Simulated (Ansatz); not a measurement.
# TiB2: band structure with PBEsol

Crystal: TiB2.

```
Ti B
1.0
     3.02920    0.00000    0.00000
    -1.51460    2.62336    0.00000
     0.00000    0.00000    3.22840
Ti B
1 2
Cartesian
  0.0000 0.0000 0.0000
  1.5146 0.8745 1.6142
  0.0000 1.7489 1.6142
```

```json
{
 "Program": "Ansatz 0.2.0",
 "Task": "band structure",
 "Functional": "PBEsol",
 "Potentials or basis": "all-electron PAW datasets made for the crystal",
 "Cutoff": "360 eV (chosen from the basis error)",
 "k mesh": "10 × 10 × 8",
 "Occupations": "fermi-dirac, width 0.05 eV",
 "Spin": "no spin polarisation"
}
```

The pressure is -5.1 GPa. The band gap along the path is none (metal or under the smearing width).

Stress tensor (GPa, compression positive):
```
-4.38  0.00  0.00
 0.00 -4.38  0.00
 0.00  0.00 -6.51
```

Levels at the corners of the path, in eV from the Fermi level:
```csv
point,band 2,band 3,band 4,band 5,band 6,band 7,band 8,band 9
Γ,-2.53,-2.53,-2.24,-2.08,1.97,1.97,3.75,3.75
M,-9.11,-3.18,-3.16,-2.23,1.41,2.83,3.31,3.45
K,-8.21,-7.29,-1.80,-1.80,1.44,1.44,2.07,7.04
Γ,-2.53,-2.53,-2.24,-2.08,1.97,1.97,3.75,3.75
A,-7.56,-0.46,-0.46,-0.12,-0.12,0.49,0.49,1.71
L,-7.45,-4.57,-3.77,-3.07,2.56,3.01,4.58,4.69
H,-8.47,-5.65,-3.10,-3.10,2.59,4.35,4.35,4.59
A,-7.56,-0.46,-0.46,-0.12,-0.12,0.49,0.49,1.71
```

It took 20 s on 2 threads of Intel(R) Xeon(R) Processor @ 2.50GHz (Skylake/Cascade Lake) (shared host), peak memory 0.53 GiB.
